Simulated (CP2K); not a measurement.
The system is BeS.

```
CELL_PARAMETERS angstrom
3.42947 0.00000 0.00000
1.71473 2.97001 0.00000
1.71473 0.99000 2.80015
ATOMIC_POSITIONS crystal
S 0.75000 0.75000 0.75000
Be 0.00000 0.00000 0.00000
```

Base run:

| Item | Value |
| --- | --- |
| Program | CP2K 2026.2 |
| Functional | PBE |
| Potentials or basis | POTENTIAL_UZH S GTH-PBE-q6, Be GTH-PBE-q4; TZVP-MOLOPT-PBE-GTH basis |
| Density cutoff | 11565 eV |
| k mesh | 9 × 9 × 9 |
| Occupations | fermi-dirac, width 0.0259 eV |
| Spin | no spin polarisation |

Its results: band gap on the k mesh 4.28 eV, indirect (least direct gap 5.78 eV); pressure 2.8 GPa.

The run is repeated on the same cell with these changes: functional from PBE to PBEsol; occupations from fermi-dirac, width 0.0259 eV to fermi-dirac, width 0.05 eV. What comes out?

Band gap on the k mesh 4.14 eV, indirect (least direct gap 5.61 eV); pressure 1.0 GPa.

Caveats: the mesh misses the band edges, which the band path finds closer together; the basis of atomic orbitals isn't converged, which shifts pressures, moduli and gaps; the potentials were made for another functional, which shifts forces and pressure (some runs).
